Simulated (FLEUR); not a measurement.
# Fe: equation of state with SCAN

**Experimental background.**

“Pressure Induced Densification and Compression in a Reprocessed Borosilicate Glass”, 2018, pmc:5793612 quotes, for a bulk crystal of Fe: bulk modulus 166.4 GPa.

Crystal: Fe.

```
Fe
1.0
    -1.44300    1.44300    1.44300
     1.44300   -1.44300    1.44300
     1.44300    1.44300   -1.44300
Fe
1
Cartesian
  0.0000 0.0000 0.0000
```

* Program: FLEUR MaX-R8.1 (later development tree)
* Task: equation of state
* Functional: SCAN
* Potentials or basis: all-electron
* Basis: FLAPW
* Kmax: 4.58 1/bohr
* k mesh: 13 × 13 × 13
* Occupations: fermi-dirac, width 0.05 eV
* Spin: collinear spin, program default start
* Gmax: 14.2 1/bohr
* Muffin-tin radii: Fe 2.14 bohr
* lmax: Fe 9
* lnonsphr: Fe 9
* Local orbitals a species: Fe 5

```yaml
Equilibrium_volume: 11.60 Å³/atom
Bulk_modulus: 205 GPa
```

Energy against volume, from the lowest point:
```
volume (Å³/atom)  energy (meV/atom)
          11.298               4.98
          11.538               0.00
          12.019               8.71
          12.499              38.44
          12.740              59.39
```

Against the measured bulk modulus of Fe, 166.4 GPa (quoted in “Pressure Induced Densification and Compression in a Reprocessed Borosilicate Glass”, 2018, pmc:5793612), the calculated 205 GPa is off by +23.4 %. The fit is for a static lattice scaled at fixed shape and fixed fractional positions.

Caveat: the meta-GGA is that of a development version, with a GGA for the radial functions and cores and without core tails.
